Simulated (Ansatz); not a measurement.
Hf:

```
Hf
1.0
    -1.80500    1.80500    1.80500
     1.80500   -1.80500    1.80500
     1.80500    1.80500   -1.80500
Hf
1
Direct
  0.00000 0.00000 0.00000
```

This isn't the form of Hf at room conditions, which is hcp.

```yaml
Program: Ansatz 0.2.0
Task: single point
Functional: PBE
Potentials_or_basis: Ansatz PAW
Cutoff: "420 eV (not typed: the program's choice for these potentials)"
k_mesh: 10 × 10 × 10
Occupations: fermi-dirac, width 0.05 eV
Spin: no spin polarisation
```

On this cell: pressure -4.9 GPa; band gap on the k mesh none (metal or under the smearing width).

The same run follows on a disturbed copy (cell strained at random at fixed volume):

```
Hf
1.0
    -1.73538    1.78809    1.84034
     1.76840   -1.76106    1.84632
     1.78180    1.80748   -1.81331
Hf
1
Direct
  0.98347 0.99320 0.98959
```

What changes?

The energy (extrapolated to zero smearing) moves by +1.9 meV/atom; pressure -4.8 GPa; band gap on the k mesh none (metal or under the smearing width).

Stress tensor (GPa, compression positive):
```
-5.62 -1.20 -0.95
-1.20 -4.97 -0.78
-0.95 -0.78 -3.87
```
